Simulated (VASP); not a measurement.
**MgB2: single point with PBE**

The system is MgB2.

```
Mg B
1.0
     3.08500    0.00000    0.00000
    -1.54250    2.67169    0.00000
     0.00000    0.00000    3.52300
Mg B
1 2
Direct
  0.00000 0.00000 0.00000
  0.66667 0.33333 0.50000
  0.33333 0.66667 0.50000
```

* Program: VASP 6.6.1
* Task: single point
* Functional: PBE
* Potentials or basis: VASP PAW PBE potentials, release 64 (Mg_GW, B_GW)
* Cutoff: 400 eV
* k mesh: 4 × 4 × 3
* Occupations: gaussian, width 0.02 eV
* Spin: no spin polarisation
* Further INCAR settings: ALGO = Fast; EDIFF = 1e-06; NBANDS = 11

* Pressure: -1.9 GPa
* Band gap on the k mesh: none (metal or under the smearing width)

Stress tensor (GPa, compression positive):
```
-7.02  0.00  0.00
 0.00 -7.02  0.00
 0.00  0.00  8.25
```

Levels at points of the mesh, in eV from the Fermi level:
| k point | band 1 | band 2 | band 3 | band 4 | band 5 | band 6 | band 7 | band 8 |
| --- | --- | --- | --- | --- | --- | --- | --- | --- |
| (0.00, 0.00, 0.00) | -12.70 | -3.21 | 0.06 | 0.06 | 1.40 | 6.00 | 6.00 | 7.80 |
| (0.50, 0.00, 0.00) | -8.82 | -8.11 | -2.47 | -0.06 | 2.80 | 3.60 | 5.07 | 6.82 |

It took 2.8 s on 1 thread of Intel(R) Xeon(R) Platinum 8375C CPU @ 2.90GHz (Ice Lake), on a shared host, peak memory 0.12 GiB.

Caveat: the k mesh is coarse (spacing up to 0.59 Å⁻¹), so the values aren't converged.
